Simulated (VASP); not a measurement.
Set up this calculation in VASP 6.6.1, as the native input.

```
Task                   : single point
Functional             : PBE
Potentials or basis    : VASP PAW PBE potentials, release 64 (Pb_d, Se)
Cutoff                 : 520 eV
k mesh                 : 8 × 8 × 6
Occupations            : gaussian, width 0.02 eV
Spin                   : no spin polarisation
Dipole correction      : no
Further INCAR settings : ALGO = Fast; EDIFF = 1e-06; NBANDS = 28
```

The structure of PbSe lies in POSCAR:

```
PbSe
1.0
    2.0304540157     -5.9530572426      0.0000000000
    2.0304540157      5.9530572426      0.0000000000
    0.0000000000      0.0000000000      4.6569519667
Pb Se
2 2
Direct
    0.6285441979      0.3714558021      0.7498308718
    0.3714558021      0.6285441979      0.2498308718
    0.8551673356      0.1448326644      0.7501691282
    0.1448326644      0.8551673356      0.2501691282
```

The cell comes from a database or a generator and needn't be the stable form of this composition.

The cell isn't the ideal one: strained and moved within a subgroup.

These files were run (other wordings do the same):

INCAR

```
ALGO     = Fast           # electronic algorithm
EDIFF    = 1E-6           # SCF threshold, eV
ENCUT    = 520            # plane-wave cutoff, eV
GGA      = PE             # functional
ISIF     = 2              # what is computed and relaxed
ISMEAR   = 0              # smearing method
LASPH    = True           # aspherical terms in the spheres
LCHARG   = False          # write CHGCAR
LREAL    = False          # projectors in reciprocal space
LWAVE    = False          # write WAVECAR
NBANDS   = 28             # bands
NELM     = 100            # most SCF steps
PREC     = Accurate       # precision mode
SIGMA    = 0.02           # smearing width, eV
```

KPOINTS

```
k-points
0
Gamma
  8 8 6
```

Potentials or basis: VASP PAW PBE potentials, release 64 (Pb_d, Se).

Run with:

```sh
$ cat potpaw_PBE.64/Pb_d/POTCAR potpaw_PBE.64/Se/POTCAR > POTCAR
$ mpirun -np 1 vasp_std > vasp.out
```

Results of the run:

The pressure is 3.6 GPa, the largest force is 0.824 eV/Å and the band gap on the k mesh is 0.79 eV, indirect (least direct gap 1.07 eV).

Caveat: spin-orbit coupling is left out, which as a rule narrows the gap of such compounds by several tenths of an eV.

It took 4.1 min on 1 thread of AMD EPYC 9R45 (Zen 5) (shared host), peak memory 0.39 GiB.
